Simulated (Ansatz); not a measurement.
# K: the cost of one run

Method: DFT PBEsol, scalar-relativistic, plane waves, PAW, in Ansatz 0.2.0.

## (1) The structure to begin with

Symmetry: I4_1/amd, No. 141, tetragonal system. Conventional cell: a = 4.416 Å, b = 4.416 Å, c = 16.092 Å, α = 90.00°, β = 90.00°, γ = 90.00°. Around K (site symmetry -4m2) lie 4 K at 4.42 Å.

Structure file:

```
CELL_PARAMETERS angstrom
-2.20811 2.20811 8.04587
2.20811 -2.20811 8.04587
2.20811 2.20811 -8.04587
ATOMIC_POSITIONS crystal
K 0.25000 0.75000 0.50000
K 0.50000 0.50000 0.00000
```

The structure comes from the Materials Project (structure only).

## (2) A change within a subgroup

Against the listed cell: strain xx, yy, zz, yz, xz, xy = +1.4, +3.8, +0.3, +0.0, +0.0, +0.0 %; atoms moved by 0.25 Å root mean square, at most 0.25 Å.

File input.yaml:

```yaml
crystal:
  lattice:
    - [-2.2380510058, 2.2930770832, 8.0732238971]
    - [2.2380510058, -2.2930770832, 8.0732238971]
    - [2.2380510058, 2.2930770832, -8.0732238971]
  atoms:
    - { symbol: K, position: [0.2344640751, 0.7344640751, 0.5] }
    - { symbol: K, position: [0.5155359249, 0.5155359249, 0.0] }
basis:
  ecutwfc: 420
kpoints:
  mp_grid: { grid: [12, 12, 12] }
hamiltonian:
  xc: pbesol
scf:
  occupations: { method: gaussian, width: 0.1 }
output:
  forces: true
  stress: true
  eigenvalues: true
```

The run is started by

```bash
> ansatz run input.yaml --threads 1 --pin off --max-ram 1331MiB --backend cpu --events-out ev --progress --plain --runs-dir out
```

What time and memory should one allow on 1 thread of an x86-64 CPU, shared host?

About 15 s, with a peak of 0.8 GiB.
